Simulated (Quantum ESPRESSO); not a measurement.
Crystal: CsSnBr3.

```xyz
5
Lattice="5.8390 0.0000 0.0000 0.0000 5.8390 0.0000 0.0000 0.0000 5.8390" Properties=species:S:1:pos:R:3 pbc="T T T"
Cs    0.0000    0.0000    0.0000
Sn    2.9195    2.9195    2.9195
Br    0.0000    2.9195    2.9195
Br    2.9195    2.9195    0.0000
Br    2.9195    0.0000    2.9195
```

The cell is a database's computed one.

Base run:

- Program: Quantum ESPRESSO 7.5
- Functional: PBE
- Potentials or basis: PseudoDojo 0.4.1 SR PBE standard
- Cutoff: 980 eV
- Density cutoff: 3918 eV
- k mesh: 4 × 4 × 4, shifted
- Occupations: fermi-dirac, width 0.05 eV
- Spin: no spin polarisation

Its results: pressure 0.4 GPa.

Question: The run is repeated on the same cell with these changes: functional from PBE to WC. What comes out?

Answer: Pressure -0.8 GPa.

WC binds more tightly than PBE, so the same cell stands under less pressure.

Caveats: the potentials were made for another functional, which shifts forces and pressure (some runs).
